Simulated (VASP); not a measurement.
Write the native input for VASP 6.6.1 that does the following.

- Task: single point
- Functional: PBE
- Potentials or basis: VASP PAW PBE potentials, release 64 (Mo_sv)
- Cutoff: 520 eV
- k mesh: 14 × 14 × 14
- Occupations: gaussian, width 0.1 eV
- Spin: no spin polarisation
- Further INCAR settings: ALGO = Normal; EDIFF = 1e-07

The structure of Mo lies in POSCAR:

```
Mo
1.0
   -1.5734150000      1.5734150000      1.5734150000
    1.5734150000     -1.5734150000      1.5734150000
    1.5734150000      1.5734150000     -1.5734150000
Mo
1
Direct
    0.0000000000      0.0000000000      0.0000000000
```

One way to write it, as run:

INCAR

```
SYSTEM = Mo
PREC = Accurate
ENCUT = 520
EDIFF = 1E-7
ISMEAR = 0
SIGMA = 0.1
LREAL = .FALSE.
LASPH = .TRUE.
NELM = 80
ALGO = Normal
ISIF = 2
LWAVE = .FALSE.
LCHARG = .FALSE.
GGA = PE
```

KPOINTS

```
regular mesh
0
G
  14 14 14
  0 0 0
```

Potentials or basis: VASP PAW PBE potentials, release 64 (Mo_sv).

The run is started by

```bash
$ cat potpaw_PBE.64/Mo_sv/POTCAR > POTCAR
$ mpirun -np 1 vasp_std > vasp.out
```

Results of the run:

| Item | Value |
| --- | --- |
| Pressure | 4.7 GPa |
| Band gap on the k mesh | none (metal or under the smearing width) |

It took 7.1 s on 1 thread of AMD EPYC 9R45 (Zen 5) (shared host), peak memory 0.1 GiB.
